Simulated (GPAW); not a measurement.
## Co: band structure with OLYP

Crystal: Co.

```
Co
1.0
     2.47200    0.00000    0.00000
    -1.23600    2.14081    0.00000
     0.00000    0.00000    4.02114
Co
2
Cartesian
  1.2360 0.7136 3.0159
  0.0000 1.4272 1.0053
```

```yaml
Program: GPAW 26.7.0
Task: band structure
Functional: OLYP
Potentials_or_basis: PAW data sets generated in the run's folder for this functional
Cutoff: 600 eV
Basis: pw
k_mesh: 9 × 9 × 5
Occupations: fermi-dirac, width 0.05 eV
Spin: collinear spin, ferromagnetic start
Starting_moments: "[2.0, 2.0] μB"
Eigensolver: davidson
Maxiter: 150
Band_path: GMKGALHA,LM,KH
Band_points: 60
```

* Pressure: 4.4 GPa
* Band gap along the path: none (metal or under the smearing width)
* Net moment: 3.19 μB per cell
* Site moments: Co +1.70 μB

Stress tensor (GPa, compression positive):
```
4.74 0.00 0.00
0.00 4.74 0.00
0.00 0.00 3.68
```

Levels at the corners of the path, in eV from the Fermi level:
Spin up:
```tsv
point	band 6	band 7	band 8	band 9	band 10	band 11	band 12	band 13
Γ	-2.54	-2.54	-2.18	-2.18	-1.09	-1.09	-0.28	6.32
M	-2.72	-2.46	-0.93	-0.87	-0.78	1.17	3.29	9.69
K	-3.13	-2.19	-1.19	-1.19	-1.10	4.43	5.36	5.36
Γ	-2.54	-2.54	-2.18	-2.18	-1.09	-1.09	-0.28	6.32
A	-2.92	-2.92	-2.92	-1.40	-1.40	-1.40	-1.40	14.95
L	-2.06	-1.30	-1.30	-0.84	-0.84	1.50	1.50	7.33
H	-3.20	-2.16	-2.16	-1.03	-1.03	5.71	5.71	7.28
A	-2.92	-2.92	-2.92	-1.40	-1.40	-1.40	-1.40	14.95
L	-2.06	-1.30	-1.30	-0.84	-0.84	1.50	1.50	7.33
M	-2.72	-2.46	-0.93	-0.87	-0.78	1.17	3.29	9.69
K	-3.13	-2.19	-1.19	-1.19	-1.10	4.43	5.36	5.36
H	-3.20	-2.16	-2.16	-1.03	-1.03	5.71	5.71	7.28
```
Spin down:
```
point  band 4  band 5  band 6  band 7  band 8  band 9  band 10  band 11  band 12  band 13
    Γ   -1.01   -1.01   -0.64   -0.64   -0.45   -0.16    -0.16     1.08     1.08     7.43
    M   -2.03   -1.14   -1.12   -0.69    1.23    1.34     1.39     2.56     4.34    10.11
    K   -2.83   -1.45   -1.45   -0.38    0.91    0.91     1.07     5.29     6.15     6.15
    Γ   -1.01   -1.01   -0.64   -0.64   -0.45   -0.16    -0.16     1.08     1.08     7.43
    A   -1.65   -1.07   -1.07   -1.07   -1.07    0.73     0.73     0.73     0.73    15.36
    L   -2.50   -0.06   -0.06    0.15    0.15    1.33     1.33     2.16     2.16     8.31
    H   -2.62   -1.86   -1.86   -0.22   -0.22    1.11     1.11     6.38     6.38     8.07
    A   -1.65   -1.07   -1.07   -1.07   -1.07    0.73     0.73     0.73     0.73    15.36
    L   -2.50   -0.06   -0.06    0.15    0.15    1.33     1.33     2.16     2.16     8.31
    M   -2.03   -1.14   -1.12   -0.69    1.23    1.34     1.39     2.56     4.34    10.11
    K   -2.83   -1.45   -1.45   -0.38    0.91    0.91     1.07     5.29     6.15     6.15
    H   -2.62   -1.86   -1.86   -0.22   -0.22    1.11     1.11     6.38     6.38     8.07
```

It took 40 s on 1 thread of Arm Neoverse V2 (shared host), peak memory 0.22 GiB.
